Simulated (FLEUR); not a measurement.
# How the ratio c/a moves the moments of NiO

How does the ratio c/a change the magnetic state of NiO?

Method: PBE with U = 6 eV on Ni d; all-electron FLAPW, Dirac cores, scalar-relativistic bands, in FLEUR MaX-R8.1.

**1. The starting structure**

Symmetry: Fm-3m, No. 225, cubic system. Conventional cell: a = 4.172 Å, b = 4.172 Å, c = 4.172 Å, α = 90.00°, β = 90.00°, γ = 90.00°. Nearest to Ni lie 6 O at 2.09 Å. Nearest to O lie 6 Ni at 2.09 Å. Farther neighbours and most contacts between anions are not listed.

**2. Factor 1, start ferro +**

The scan starts at the cell as given. The U counters the self-interaction that shrinks the moments of a localised shell.

Lengths along (0, 0, 1) take the factor and those normal to it its inverse root, so the volume stays. Atoms keep their fractional places. Spheres, Kmax and the mesh are the same at all points, the spheres being those of the tightest cell. inpgen writes inp.xml from crystal.txt; cutoffs, mixing, functional, smearing and local orbitals are then set in the file. The k list default-1 (kpts.xml, not shown) is a Γ-centred 8×8×8 mesh; where the ranks do not divide the number of points, some are split in two of half the weight.

File inp.xml:

```
<?xml version="1.0" encoding="UTF-8" standalone="no"?>
<fleurInput fleurInputVersion="0.39">
   <comment>
      NiO
   </comment>
   <calculationSetup>
      <cutoffs Kmax="4.4" Gmax="13.2" GmaxXC="13.2" numbands="0"/>
      <scfLoop itmax="110" minDistance="0.0001" maxIterBroyd="15" imix="Anderson" alpha="0.05" precondParam="0.0" spinf="2.0" sdNocoIR="T"/>
      <coreElectrons ctail="T" frcor="F" kcrel="0" coretail_lmax="0"/>
      <xcFunctional name="pbe" relativisticCorrections="F"/>
      <magnetism jspins="2"/>
      <soc l_soc="F" theta="0.0" phi="0.0" spav="F"/>
      <expertModes spex="0" secvar="F"/>
      <geometryOptimization l_f="F" forcealpha="1.0" forcemix="BFGS" epsdisp="0.00001" epsforce="0.00001"/>
      <ldaU l_linMix="F" mixParam="0.05" spinf="1.0"/>
   </calculationSetup>
   <cell>
      <bzIntegration valenceElectrons="24.0" mode="hist" fermiSmearingEnergy="0.00183747">
         <kPointListSelection listName="default-1"/>
         <xi:include xmlns:xi="http://www.w3.org/2001/XInclude" href="kpts.xml"> </xi:include>
      </bzIntegration>
      <xi:include xmlns:xi="http://www.w3.org/2001/XInclude" href="sym.xml"> </xi:include>
      <bulkLattice scale="1.0">
         <bravaisMatrix>
            <row-1>    0.0000000000000000     3.9417828250996005     3.9417828250996005</row-1>
            <row-2>    3.9417828250996005     0.0000000000000000     3.9417828250996005</row-2>
            <row-3>    3.9417828250996005     3.9417828250996005     0.0000000000000000</row-3>
         </bravaisMatrix>
      </bulkLattice>
   </cell>
   <atomSpecies>
      <species name="Nickel (Ni2.000" element="Ni" atomicNumber="28">
         <mtSphere radius="2.21" gridPoints="731" logIncrement="0.017"/>
         <atomicCutoffs lmax="8" lnonsphr="6"/>
         <electronConfig flipSpins="F">
            <coreConfig>(1s1/2) (2s1/2) (2p1/2) (2p3/2)</coreConfig>
            <valenceConfig>(3s1/2) (3p1/2) (3p3/2) (4s1/2) (3d3/2) (3d5/2)</valenceConfig>
            <stateOccupation state="(3d3/2)" spinUp="2.0" spinDown="1.2"/>
            <stateOccupation state="(3d5/2)" spinUp="3.0" spinDown="1.8"/>
         </electronConfig>
         <energyParameters s="4" p="4" d="3" f="4"/>
         <ldaU l="2" U="6.0" J="0.0" l_amf="F"/>
         <lo type="SCLO" l="0" n="3" eDeriv="0"/>
         <lo type="SCLO" l="1" n="3" eDeriv="0"/>
      </species>
      <species name="Oxygen (O)" element="O" atomicNumber="8">
         <mtSphere radius="1.25" gridPoints="415" logIncrement="0.025"/>
         <atomicCutoffs lmax="6" lnonsphr="4"/>
         <electronConfig flipSpins="F">
            <coreConfig>(1s1/2)</coreConfig>
            <valenceConfig>(2s1/2) (2p1/2) (2p3/2)</valenceConfig>
            <stateOccupation state="(2p1/2)" spinUp="0.666667" spinDown="0.666667"/>
            <stateOccupation state="(2p3/2)" spinUp="1.333333" spinDown="1.333333"/>
         </electronConfig>
         <energyParameters s="2" p="2" d="3" f="4"/>
      </species>
   </atomSpecies>
   <atomGroups>
      <atomGroup species="Nickel (Ni2.000">
         <relPos label="                   1">.0000000000 .0000000000 .0000000000</relPos>
         <force calculate="T" relaxXYZ="TTT"/>
      </atomGroup>
      <atomGroup species="Oxygen (O)">
         <relPos label="                   2">1.000/2.000 1.000/2.000 1.000/2.000</relPos>
         <force calculate="T" relaxXYZ="TTT"/>
      </atomGroup>
   </atomGroups>
   <output dos="F" band="F" slice="F">
      <bandDOS minEnergy="-.5*Htr" maxEnergy="0.5*Htr" sigma="0.015" storeEVData="T"/>
      <plotting iplot="0" polar="F">
         <plot TwoD="T" vec1="  1.0  0.0  0.0" vec2="  0.0  1.0  0.0" vec3="  0.0  0.0  1.0" zero="  0.0  0.0  0.0" file="plot"/>
      </plotting>
      <moessbauerParams electricFieldGradient="F" isomerShift="F" coreHyperfine="F" valenceHyperfine="F"/>
   </output>
</fleurInput>
```

File crystal.txt:

```
NiO
&input film=F cartesian=F /
0.00000000000  2.08590164140  2.08590164140
2.08590164140  0.00000000000  2.08590164140
2.08590164140  2.08590164140  0.00000000000
1.8897261246
1.0 1.0 1.0

2
28 0.00000000000  0.00000000000  0.00000000000 : 2.000
8 0.50000000000  0.50000000000  0.50000000000

&kpt div1=8 div2=8 div3=8 gamma=T /
```

Launch:

```
$ OMP_NUM_THREADS=1 inpgen -f crystal.txt > inpgen.log  # inp.xml is then edited as shown
$ OMP_NUM_THREADS=1 mpirun -n 8 fleur_MPI > fleur.log
```

Output:

```text
Welcome to FLEUR        (www.flapw.de)
      MaX-Release 8.1          (www.max-centre.eu)

 ========== k-point set info ==========
 Selected k-point list: default-1
 k-point list type: mesh
 0 x 0 x 0
 Number of k points: 32

 ------------Calculation Setup---------------------------
 Number of MPI-tasks      :            8
 Number of PE/node        :            8
 Number of OMP-threads    :            1
 k-points in parallel     :            8
 pe's per k-point         :            1
 No of k-point loops      :            4
 Eigenvalue solver        :       lapack
 Number of basis functions:          202
 Approximate size of matrices (H+S) per k-point:         0.001 GB
 --------------------------------------------------------
 no density matrix found ... skipping LDA+U
 Reset of history
 Iteration:     1   Distance:      27.61656257 me/bohr^3
 Iteration:     2   Distance:      38.07164412 me/bohr^3
 Iteration:     3   Distance:      36.06410640 me/bohr^3
 Iteration:     4   Distance:      17.66050706 me/bohr^3
 Iteration:     5   Distance:       7.97080082 me/bohr^3
 Iteration:     6   Distance:       6.96707774 me/bohr^3
 Iteration:     7   Distance:       1.06111074 me/bohr^3
 Iteration:     8   Distance:       1.31526455 me/bohr^3
 Iteration:     9   Distance:       0.24827550 me/bohr^3
 Iteration:    10   Distance:       0.23417142 me/bohr^3
 Iteration:    11   Distance:       0.06367810 me/bohr^3
 Iteration:    12   Distance:       0.05036393 me/bohr^3
 Iteration:    13   Distance:       0.00475859 me/bohr^3
 Iteration:    14   Distance:       0.00477782 me/bohr^3
 Iteration:    15   Distance:       0.00101108 me/bohr^3
 Iteration:    16   Distance:       0.00026016 me/bohr^3
 Iteration:    17   Distance:       0.00024646 me/bohr^3
 Iteration:    18   Distance:       0.00015599 me/bohr^3
 Iteration:    19   Distance:       0.00002629 me/bohr^3

 ********************************************************************
 Run finished successfully
 Stop message:
   all done
 ********************************************************************

--- out.xml (last complete iteration) ---
<iteration numberForCurrentRun="   19" overallNumber="   19">
         [... left out ...]
         <bandgap value="2.3518386506" units="eV"/>
         <sumValenceSingleParticleEnergies value="-17.7969703970" units="Htr"/>
         <FermiEnergy value="0.2972531270" units="Htr"/>
         <valenceDensity>
            <mtCharges spin="1">
               <mtCharge atomType="1" total="9.2071506" s="1.1418570" p="3.1531923" d="4.8796389" f="0.0248026"/>
               <mtCharge atomType="2" total="2.0249998" s="0.6163677" p="1.4064866" d="0.0019153" f="0.0001977"/>
            </mtCharges>
            <mtCharges spin="2">
               <mtCharge atomType="1" total="7.4164290" s="1.1304184" p="3.1416269" d="3.1145175" f="0.0231235"/>
               <mtCharge atomType="2" total="1.8687684" s="0.5953080" p="1.2722518" d="0.0010485" f="0.0001338"/>
            </mtCharges>
            <spinDependentCharge spin="1" total="13.0000000" interstitial="1.7678496" mtSpheres="11.2321504"/>
            <spinDependentCharge spin="2" total="11.0000000" interstitial="1.7148026" mtSpheres="9.2851974"/>
            <totalCharge value="24.0000000000"/>
         </valenceDensity>
         [... left out ...]
         <magneticMomentsInMTSpheres units="muBohr">
            <globalMagMoment atomType="1" vec="0.00000   0.00000   1.79072"/>
            <localMagMoment atomType="1" vec="0.00000   0.00000   1.79072"/>
            <globalMagMoment atomType="2" vec="0.00000   0.00000   0.15623"/>
            <localMagMoment atomType="2" vec="0.00000   0.00000   0.15623"/>
         </magneticMomentsInMTSpheres>
         [... left out ...]
         <totalEnergy value="    -1595.9599468709" units="Htr">
            <sumOfEigenvalues value="     -910.1875151666">
               <coreElectrons value="-892.3905447695"/>
               <valenceElectrons value="-17.7969703970"/>
            </sumOfEigenvalues>
            <densityCoulombPotentialIntegral value="-2435.8975935497"/>
            <densityEffectivePotentialIntegral value="-2529.5683819180"/>
            <chargeDenXCDenIntegral value="-72.1919964399"/>
            <FockExchangeEnergyValence value="0.0000000000"/>
            <FockExchangeEnergyCore value="0.0000000000"/>
         [... left out ...]
            <dftUCorrection value="-0.8308150251"/>
            <tkbTimesEntropy value="0.0000000000"/>
            <freeEnergy value="-1595.9599468709"/>
            <extrapolationTo0K value="-1595.9599468709"/>
         </totalEnergy>
         [... left out ...]
         <ldaUDensityMatrixConvergence>
            <distance spin="1" distance="0.000000"/>
            <distance spin="2" distance="0.000000"/>
         </ldaUDensityMatrixConvergence>
         <densityConvergence units="me/bohr^3">
            <chargeDensity spin="1" distance="0.0000119256"/>
            <chargeDensity spin="2" distance="0.0000175303"/>
            <overallChargeDensity distance="0.0000262945"/>
            <spinDensity distance="0.0000144104"/>
         </densityConvergence>
      </iteration>
```

The job ended after 10 s (8 MPI ranks of Arm Neoverse N1, shared host; peak memory 0.34 GiB; 81 s of CPU time).

This step gave:

```
free energy                                                       : -43428.2825 eV
program's band gap on this mesh (in a metal only a level spacing) : 2.352 eV
magnetization                                                     : 2 μB
final state                                                       : ferromagnetic
largest moment                                                    : 1.791 μB
```

After 19 cycles the largest moment stands at 1.79 μB.

**3. Factor 1, start antiferro q=(0,0,1/2) +-**

The k list default-1 (kpts.xml, not shown) is a Γ-centred 8×8×4 mesh.

Edit inp.xml of step 2 so:

```diff
@@ -17,3 +17,3 @@
    <cell>
-      <bzIntegration valenceElectrons="24.0" mode="hist" fermiSmearingEnergy="0.00183747">
+      <bzIntegration valenceElectrons="48.0" mode="hist" fermiSmearingEnergy="0.00183747">
          <kPointListSelection listName="default-1"/>
@@ -26,3 +26,3 @@
             <row-2>    3.9417828250996005     0.0000000000000000     3.9417828250996005</row-2>
-            <row-3>    3.9417828250996005     3.9417828250996005     0.0000000000000000</row-3>
+            <row-3>    7.8835656501992011     7.8835656501992011     0.0000000000000000</row-3>
          </bravaisMatrix>
@@ -39,2 +39,16 @@
             <stateOccupation state="(3d5/2)" spinUp="3.0" spinDown="1.8"/>
+         </electronConfig>
+         <energyParameters s="4" p="4" d="3" f="4"/>
+         <ldaU l="2" U="6.0" J="0.0" l_amf="F"/>
+         <lo type="SCLO" l="0" n="3" eDeriv="0"/>
+         <lo type="SCLO" l="1" n="3" eDeriv="0"/>
+      </species>
+      <species name="Nickel (Ni-2.000" element="Ni" atomicNumber="28">
+         <mtSphere radius="2.21" gridPoints="731" logIncrement="0.017"/>
+         <atomicCutoffs lmax="8" lnonsphr="6"/>
+         <electronConfig flipSpins="F">
+            <coreConfig>(1s1/2) (2s1/2) (2p1/2) (2p3/2)</coreConfig>
+            <valenceConfig>(3s1/2) (3p1/2) (3p3/2) (4s1/2) (3d3/2) (3d5/2)</valenceConfig>
+            <stateOccupation state="(3d3/2)" spinUp="1.2" spinDown="2.0"/>
+            <stateOccupation state="(3d5/2)" spinUp="1.8" spinDown="3.0"/>
          </electronConfig>
@@ -62,4 +76,9 @@
       </atomGroup>
+      <atomGroup species="Nickel (Ni-2.000">
+         <relPos label="                   2">.0000000000 .0000000000 1.000/2.000</relPos>
+         <force calculate="T" relaxXYZ="TTT"/>
+      </atomGroup>
       <atomGroup species="Oxygen (O)">
-         <relPos label="                   2">1.000/2.000 1.000/2.000 1.000/2.000</relPos>
+         <relPos label="                   3">1.000/2.000 1.000/2.000 1.000/4.000</relPos>
+         <relPos label="                   4">1.000/2.000 1.000/2.000 -1.000/4.000</relPos>
          <force calculate="T" relaxXYZ="TTT"/>
```

File crystal.txt:

```
NiO
&input film=F cartesian=F /
0.00000000000  2.08590164140  2.08590164140
2.08590164140  0.00000000000  2.08590164140
4.17180328280  4.17180328280  0.00000000000
1.8897261246
1.0 1.0 1.0

4
28 0.00000000000  0.00000000000  0.00000000000 : 2.000
28 0.00000000000  0.00000000000  0.50000000000 : -2.000
8 0.50000000000  0.50000000000  0.25000000000
8 0.50000000000  0.50000000000  0.75000000000

&kpt div1=8 div2=8 div3=4 gamma=T /
```

Output:

```text
[banner, memory and clock lines left out]
Welcome to FLEUR        (www.flapw.de)
      MaX-Release 8.1          (www.max-centre.eu)

 ========== k-point set info ==========
 Selected k-point list: default-1
 k-point list type: mesh
 0 x 0 x 0
 Number of k points: 80

 [... set-up left out ...]
 no density matrix found ... skipping LDA+U
 Reset of history
 Iteration:     1   Distance:      34.33097865 me/bohr^3
 Iteration:     2   Distance:      37.88537307 me/bohr^3
 Iteration:     3   Distance:      35.42129639 me/bohr^3
 Iteration:     4   Distance:      16.90112098 me/bohr^3
 Iteration:     5   Distance:       7.95264223 me/bohr^3
 Iteration:     6   Distance:       7.67007714 me/bohr^3
 Iteration:     7   Distance:       1.27962135 me/bohr^3
 Iteration:     8   Distance:       1.47827334 me/bohr^3
[... lines left out ...]
 Iteration:    18   Distance:       0.00318548 me/bohr^3
 Iteration:    19   Distance:       0.00168940 me/bohr^3
 Iteration:    20   Distance:       0.00090322 me/bohr^3
 Iteration:    21   Distance:       0.00019445 me/bohr^3
 Iteration:    22   Distance:       0.00012708 me/bohr^3
 Iteration:    23   Distance:       0.00002569 me/bohr^3

 ********************************************************************
 Run finished successfully
 Stop message:
   all done
 ********************************************************************

--- out.xml (last complete iteration) ---
<iteration numberForCurrentRun="   23" overallNumber="   23">
         [... left out ...]
         <bandgap value="3.1616877298" units="eV"/>
         <sumValenceSingleParticleEnergies value="-35.5180906441" units="Htr"/>
         <FermiEnergy value="0.2730810642" units="Htr"/>
         [... left out ...]
         <magneticMomentsInMTSpheres units="muBohr">
            <globalMagMoment atomType="1" vec="0.00000   0.00000   1.71931"/>
            <globalMagMoment atomType="2" vec="0.00000   0.00000  -1.71931"/>
            <globalMagMoment atomType="3" vec="0.00000   0.00000   0.00000"/>
         </magneticMomentsInMTSpheres>
         [... left out ...]
         <totalEnergy value="    -3191.9266432988" units="Htr">
            <sumOfEigenvalues value="    -1820.2478993058">
               <coreElectrons value="-1784.7298086617"/>
               <valenceElectrons value="-35.5180906441"/>
            </sumOfEigenvalues>
         [... left out ...]
            <freeEnergy value="-3191.9266432988"/>
            <extrapolationTo0K value="-3191.9266432988"/>
         </totalEnergy>
         [... left out ...]
         <ldaUDensityMatrixConvergence>
            <distance spin="1" distance="0.000001"/>
            <distance spin="2" distance="0.000001"/>
         </ldaUDensityMatrixConvergence>
         <densityConvergence units="me/bohr^3">
            <chargeDensity spin="1" distance="0.0000170088"/>
            <chargeDensity spin="2" distance="0.0000170266"/>
            <overallChargeDensity distance="0.0000256916"/>
            <spinDensity distance="0.0000223239"/>
         </densityConvergence>
      </iteration>
```

Wall time 57 s (8 MPI ranks); peak memory 0.52 GiB.

Spin moment in the muffin-tin sphere by atom:

| atom | spin moment in the muffin-tin sphere (μB) |
| --- | --- |
| Ni1 | 1.72 |
| Ni2 | -1.72 |
| O3 | 0.00 |
| O4 | 0.00 |

Read from the output:

| Quantity | Value |
| --- | --- |
| free energy | -86856.7488 eV |
| program's band gap on this mesh (in a metal only a level spacing) | 3.162 eV |
| magnetization | 0 μB |
| final state | antiferromagnetic |

After 23 cycles the largest moment stands at 1.72 μB.

(Part 1 of 2 ends here.)

[Logs and program files are shortened in this print: banners, set-up blocks, solver, clock and traceback lines can be left out without a mark of their own.]

[Logs are printed without paths, hosts, clocks, repeated set-up lines and the standing remarks that a program may print on its own settings, such as how far it seeks lower states.]

[Hosts, paths, dates, database ids (printed as entryN), source tags and the programs' standing remarks are cut or masked in the printed files.]

[Where a cell is said to come from a database of computed structures, the database is the Materials Project.]
